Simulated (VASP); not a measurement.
Here is a VASP 6.6.1 calculation.

Contents of INCAR:

```
SYSTEM = Ir
PREC = Accurate
ENCUT = 520
EDIFF = 1E-7
ISMEAR = 0
SIGMA = 0.1
LREAL = .FALSE.
LASPH = .TRUE.
NELM = 80
ALGO = Normal
ISIF = 2
LWAVE = .FALSE.
LCHARG = .FALSE.
GGA = PE
NBANDS = 10
```

Contents of KPOINTS:

```
Automatic mesh
0
G
  18 18 18
  0 0 0
```

File POSCAR:

```
Ir                                      
1.0
    0.0000000000      1.8977601432      1.8977601432
    1.8977601432      0.0000000000      1.8977601432
    1.8977601432      1.8977601432      0.0000000000
  Ir            
     1
Direct
     0.0000000000000000    0.0000000000000000    0.0000000000000000
```

Potentials or basis: VASP PAW PBE potentials, release 64 (Ir).

Command:

```console
$ cat potpaw_PBE.64/Ir/POTCAR > POTCAR
$ mpirun -np 1 vasp_std > vasp.out
```

Q: Estimate the band gap on the k mesh.

A: None (metal or under the smearing width).

Q: Estimate the pressure.

A: 24.5 GPa.

Caveat: so large a pressure means that the cell lies far from this level's equilibrium, or that cutoff or potentials fall short. Spin-orbit coupling is left out, which matters for the levels of Ir.
